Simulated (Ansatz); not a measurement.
# MoS2 (P6_3/mmc) in Ansatz: further runs

One crystal, MoS2, is run at these levels: revPBE, BLYP, r2SCAN; tasks: band structure.

Program: Ansatz 0.2.0. These are calculated values, not measurements. Logs are shortened: lines on timing, memory, paths and dates and some standing lists are left out, and cuts for length are marked.

**The experiment to reproduce.**

“Multiwavelength excitation Raman Scattering Analysis of bulk and 2 dimensional MoS2: Vibrational properties of atomically thin MoS2 layers”, 2015, arxiv:1506.03228 reports, for a bulk crystal of MoS2 at 300 K: band gap 1.3 eV (indirect).

The results are compared with them further down.

### Step 1. Starting point

It takes space group P6_3/mmc (No. 194, hexagonal). Conventional cell: a = 3.169 Å, b = 3.169 Å, c = 12.324 Å, α = 90.00°, β = 90.00°, γ = 120.00°. Around Mo (site symmetry -6m2) lie 6 S at 2.41 Å. Around S (site symmetry 3m) lie 3 Mo at 2.41 Å.

### Step 2. Band structure, revPBE

input.yaml

```yaml
crystal:
  lattice:
    - [3.169, 0.0, 0.0]
    - [-1.5845, 2.7444345046, 0.0]
    - [0.0, 0.0, 12.324]
  atoms:
    - { symbol: Mo, position: [0.6666666667, 0.3333333333, 0.75] }
    - { symbol: Mo, position: [0.3333333333, 0.6666666667, 0.25] }
    - { symbol: S, position: [0.6666666667, 0.3333333333, 0.377] }
    - { symbol: S, position: [0.3333333333, 0.6666666667, 0.877] }
    - { symbol: S, position: [0.6666666667, 0.3333333333, 0.123] }
    - { symbol: S, position: [0.3333333333, 0.6666666667, 0.623] }
hamiltonian:
  xc: revpbe
  pseudopotentials: { kind: paw }
kpoints:
  mp_grid: { grid: [10, 10, 3] }
  band_path:
    path:
      - [[0.0, 0.0, 0.0], [0.5, 0.0, 0.0], [0.3333333333, 0.3333333333, 0.0], [0.0, 0.0, 0.0], [0.0, 0.0, 0.5], [0.5, 0.0, 0.5], [0.3333333333, 0.3333333333, 0.5], [0.0, 0.0, 0.5]]
      - [[0.5, 0.0, 0.5], [0.5, 0.0, 0.0]]
      - [[0.3333333333, 0.3333333333, 0.0], [0.3333333333, 0.3333333333, 0.5]]
    npoints: 14
scf:
  occupations: { method: fermi_dirac, width: 0.05 }
  n_extra_bands: 15
output:
  forces: true
  stress: true
  eigenvalues: true
  fatbands: true
```

Potentials or basis: Ansatz PAW.

On the command line:

```console
$ ansatz run input.yaml --threads 2 --pin off --max-ram 5632MiB --backend cpu --events-out ev --progress --plain --runs-dir out
```

What it wrote:

```text
Warning: RAYON_NUM_THREADS=2 ignored (pool sized by the plan → 2); use --threads N
scf.n_extra_bands = 15 over 26 filled bands (N_el = 52.0): the run solves 41 bands
Engine: ansatz 0.2.0, aarch64-unknown-linux-gnu
Pseudopotentials: kind: paw
Pseudopotential: Mo, paw, valence charge 14, recommended cutoff 420 eV (normal), Mo.paw.azcp
Pseudopotential: S, paw, valence charge 6, recommended cutoff 420 eV (normal), S.paw.azcp
Functional definition: revPBE
  parameter kappa = 1.245
  parameter beta = 0.06672455060314922
  exchange = pbe_x(kappa = kappa, mu = beta*pi^2/3)
  correlation = pbe_c(beta = beta)
Crystal: 6 atoms, lattice volume = 107.183 Å³
Basis set: ecut = 420 eV, 2081 PW (Γ), exchange–correlation on 48×48×180 points (8 copies of the dense FFT grid, shifted against one another)
Bands: 41, of which v1, the nominal top of the filled ones, is band 26 counted from 1 (25 counted from 0)
Symmetry: 24 space group operations
Space group: P63/mmc (ITA 194), of the structure as read, at distance tolerance 4.8e-5 Å
k-points: 28 of 300
Non-local potential: Mo, projectors of the file, l = 0: 3, l = 1: 2, l = 2: 2, l = 3: 1
Non-local potential: S, projectors of the file, l = 0: 2, l = 1: 2, l = 2: 2
PAW form: soft (Blöchl's): semilocal exchange-correlation on the pseudo side does not see the compensation charge
PAW frozen core: Mo, regenerated for the run's functional, and the local potential with it (the file was generated under x = pbe(κ = 0.804, μ = 0.2195149727645171), c = pbe(β = 0.06672455060314922))
PAW frozen core: S, regenerated for the run's functional, and the local potential with it (the file was generated under x = pbe(κ = 0.804, μ = 0.2195149727645171), c = pbe(β = 0.06672455060314922))
PAW one-centre angular grid: Mo, 590 points (default); XC on 64 Gauss nodes
PAW one-centre angular grid: S, 110 points (default); XC on 64 Gauss nodes
Initial density: superposition of atomic densities (neutral atoms: chi_scale 0, normalization atom), corrected by the library's trained network
Initial wavefunctions: pseudopotential atomic-orbital guess
Functional: x = revpbe(κ = 1.245, μ = 0.2195149727645171), c = pbe(β = 0.06672455060314922)
SCF iter   1: F=—  HF=-13545.233548 eV  |F-HF|=—  |Δ(HF+E_count)|=         —  Δρ=5.73e-3  dr2=8.53e-3  ethr=1.77e-3  ⟨swp⟩=6.5  Hψ=5307  notcnv=0  defer=29
preconditioner: auto → Resta (q_TF=auto, 2.418 Å⁻¹)  ε∞=5.0  [insulator: Δε(μ)=0.963 eV  Ē_g=10.794 eV  σ=0.050 eV  W_gap=1.00  n_scr=26 (ndim 8)  ℏωp=21.5 eV  f_vac=0.016  D(μ)=0.00/eV (n_scr^D=0)  ε∞_Penn≈5.0]
SCF iter   2: F=—  HF=-13545.244862 eV  |F-HF|=—  |Δ(HF+E_count)|=   1.13e-2  Δρ=3.25e-3  dr2=2.83e-3  ethr=1.64e-5  ⟨swp⟩=2.0  Hψ=1871  notcnv=0  defer=152
SCF iter   3: F=—  HF=-13545.251085 eV  |F-HF|=—  |Δ(HF+E_count)|=   6.22e-3  Δρ=3.39e-4  dr2=1.07e-4  ethr=5.44e-6  ⟨swp⟩=2.0  Hψ=1499  notcnv=0  defer=152
SCF iter   4: F=—  HF=-13545.251168 eV  |F-HF|=—  |Δ(HF+E_count)|=   8.24e-5  Δρ=1.24e-4  dr2=1.79e-5  ethr=2.06e-7  ⟨swp⟩=2.4  Hψ=1541  notcnv=0  defer=152
SCF iter   5: F=—  HF=-13545.251342 eV  |F-HF|=—  |Δ(HF+E_count)|=   1.74e-4  Δρ=8.36e-5  dr2=1.37e-5  ethr=3.45e-8  ⟨swp⟩=2.0  Hψ=1456  notcnv=0  defer=152
SCF iter   6: F=—  HF=-13545.251345 eV  |F-HF|=—  |Δ(HF+E_count)|=   2.98e-6  Δρ=3.30e-5  dr2=4.32e-6  ethr=2.64e-8  ⟨swp⟩=2.0  Hψ=1352  notcnv=0  defer=152
SCF iter   7: F=—  HF=-13545.251345 eV  |F-HF|=—  |Δ(HF+E_count)|=   4.19e-7  Δρ=6.51e-6  dr2=1.23e-7  ethr=8.32e-9  ⟨swp⟩=2.0  Hψ=1330  notcnv=0  defer=152
SCF iter   8: F=-13545.251345 eV  HF=-13545.251345 eV  |F-HF|=8.24e-9  |Δ(HF+E_count)|=   1.30e-7  Δρ=1.31e-6  dr2=1.92e-9  ethr=1.92e-10  ⟨swp⟩=11.1  Hψ=5069  notcnv=0
SCF 1 converged in 8 iterations: F = -13545.251345 eV  dr2 = 1.92e-9
NSCF: frozen V_eff on 129 k-points
SCF converged after 8 iterations
Free energy (F): -13545.251345 eV
Harris-Foulkes:  -13545.251345 eV  (|F-HF|=8.24e-9)
Internal energy: -13545.251344 eV  (E = F + TS)
E sigma→0 (E₀):  -13545.251345 eV
Entropy (-TS):   -0.000002 eV (-0.000 meV/atom)
Fermi energy:    11.384559 eV
--- Per-component energies (eV) ---
  E_band       = -309.192380
  E_kinetic    = 1311.920901
  E_local      = -3920.837646  (includes V_loc(G=0)·N_el)
  E_nonlocal   = 395.700854
  E_hartree    = 1509.243434
  E_xc         = -757.935653
  E_vxc        = -809.963844  (∫ρ·V_xc dr)
  E_paw        = -8821.885643  (= ΣΔE_a)
  E_vpaw       = -304.498352  (= ΣTr[D̂ρ^β])
  E_aug_tail   = 0.000090  (compensation charges beyond the density's cutoff)
  E_ewald      = -3261.216446
  E_core_change = -0.241234  (= ΣΔE_core)
  E_smearing   = -0.000002  (= −TS)
  E_closure    = -0.000000  (closes the sum)
  Σ components = -13545.251345   (vs F -13545.251345, Δ=0.00e0)
--- Forces (eV/Å), atoms counted from 1 ---
  atom   1  Mo     0.00000000     0.00000000     0.00000000
  atom   2  Mo    -0.00000000    -0.00000000     0.00000000
  atom   3  S     -0.00000000    -0.00000000    -0.02094710
  atom   4  S     -0.00000000     0.00000000    -0.02094710
  atom   5  S      0.00000000    -0.00000000     0.02094710
  atom   6  S      0.00000000     0.00000000     0.02094710
  max |Σ_I F_I| component: 1.04e-17 eV/Å
--- Stress (GPa, compression-positive) ---
        3.775807       0.000000       0.000000
        0.000000       3.775807      -0.000000
        0.000000      -0.000000       4.281644
  P = ⅓ Tr σ = 3.9444 GPa (39.444 kbar)
--- Band table (eV; the first three rows and the last of 28) ---
  k-point 0: bands = ["-50.5639", "-50.5639", "-24.7082", "-24.7081", "-24.4893", "-24.4893", "-24.4892", "-24.4892", "-3.9936", "-3.7273", "-2.7819", "-2.3457", "4.1210", "5.1369", "7.5092", "7.6914", "7.6914", "7.7047", "7.7047", "8.7845", "8.7845", "8.8309", "8.8309", "9.7665", "9.8339", "10.9564", "13.0599", "13.0599", "13.0884", "13.0884", "13.2239", "13.2239", "13.3946", "13.3946", "16.5489", "16.6633", "19.0730", "19.5967", "19.6408", "20.8473", "20.8473"]
  k-point 1: bands = ["-50.5639", "-50.5639", "-24.7082", "-24.7081", "-24.4893", "-24.4893", "-24.4892", "-24.4892", "-3.9402", "-3.8109", "-2.6577", "-2.4436", "4.3246", "4.8125", "7.6946", "7.6946", "7.7013", "7.7013", "7.9781", "8.7961", "8.7961", "8.8193", "8.8193", "8.8982", "10.4697", "10.8423", "13.0616", "13.0616", "13.0732", "13.0732", "13.2744", "13.2744", "13.3571", "13.3571", "16.5824", "16.6392", "19.1937", "19.4536", "19.9358", "20.7134", "20.9375"]
  k-point 2: bands = ["-50.5601", "-50.5601", "-24.7007", "-24.7006", "-24.5272", "-24.5272", "-24.4979", "-24.4979", "-3.8434", "-3.5795", "-2.7105", "-2.2927", "4.2916", "5.3018", "7.2156", "7.3611", "7.3874", "7.8420", "7.8631", "8.2661", "8.5491", "8.6021", "8.9324", "9.8399", "9.9193", "10.6644", "12.9099", "12.9387", "12.9833", "13.0470", "13.1100", "13.2458", "13.2880", "13.3634", "17.2267", "17.3317", "19.5715", "19.6529", "20.2027", "20.6301", "20.9406"]
  k-point 27: bands = ["-50.5200", "-50.5200", "-24.7967", "-24.7967", "-24.7114", "-24.7114", "-24.6211", "-24.6211", "-1.7426", "-1.7205", "-1.6532", "-1.6317", "4.8793", "4.9533", "5.3609", "5.4376", "6.3778", "6.4446", "6.6112", "6.7146", "7.3096", "7.4831", "8.1320", "8.3262", "10.1242", "10.1988", "12.1311", "12.1665", "13.0989", "13.4997", "13.7258", "13.7638", "15.0205", "15.2008", "17.3455", "17.7776", "18.3596", "18.6141", "19.8141", "19.9419", "21.4540"]
```

Wall time 15 s (2 threads of Arm Neoverse V1, shared host); peak memory 0.51 GiB.

Results:

```
Free energy             : -13545.2513 eV
Pressure                : 3.9 GPa
Largest force           : 0.021 eV/Å
Band gap on the k mesh  : 0.96 eV, indirect (least direct gap 1.87 eV)
Band gap along the path : 0.92 eV, indirect (least direct gap 1.65 eV)
```

Forces in eV/Å, atoms in the order of the input:
```
Mo   0.000  0.000  0.000
Mo   0.000  0.000  0.000
S    0.000  0.000 -0.021
S    0.000  0.000 -0.021
S    0.000  0.000  0.021
S    0.000  0.000  0.021
```

Levels at the corners of the path, in eV from the valence-band top:
```tsv
point	band 22	band 23	band 24	band 25	band 26	band 27	band 28	band 29	band 30	band 31
Γ	-2.13	-2.13	-1.19	-1.12	0.00	2.10	2.10	2.13	2.13	2.27
M	-2.47	-1.73	-1.53	-1.39	-1.27	1.61	1.65	2.02	2.27	2.88
K	-3.78	-2.70	-2.70	-0.75	-0.60	1.06	1.06	1.89	2.85	2.85
Γ	-2.13	-2.13	-1.19	-1.12	0.00	2.10	2.10	2.13	2.13	2.27
A	-2.15	-2.15	-2.15	-0.26	-0.26	2.11	2.11	2.11	2.11	2.36
L	-2.61	-1.63	-1.63	-1.32	-1.32	1.63	1.63	2.15	2.15	3.24
H	-3.43	-2.87	-2.87	-0.68	-0.68	1.06	1.06	2.34	2.34	2.89
A	-2.15	-2.15	-2.15	-0.26	-0.26	2.11	2.11	2.11	2.11	2.36
L	-2.61	-1.63	-1.63	-1.32	-1.32	1.63	1.63	2.15	2.15	3.24
M	-2.47	-1.73	-1.53	-1.39	-1.27	1.61	1.65	2.02	2.27	2.88
K	-3.78	-2.70	-2.70	-0.75	-0.60	1.06	1.06	1.89	2.85	2.85
H	-3.43	-2.87	-2.87	-0.68	-0.68	1.06	1.06	2.34	2.34	2.89
```

Caveat: this functional lacks dispersion, which binds the layers, so the pressure and a relaxed spacing across them are unreliable; the PAW data sets come from PBE, with cores solved anew for the run's functional, which leaves a small shift of forces and pressure.

[end of part 1 of 2]
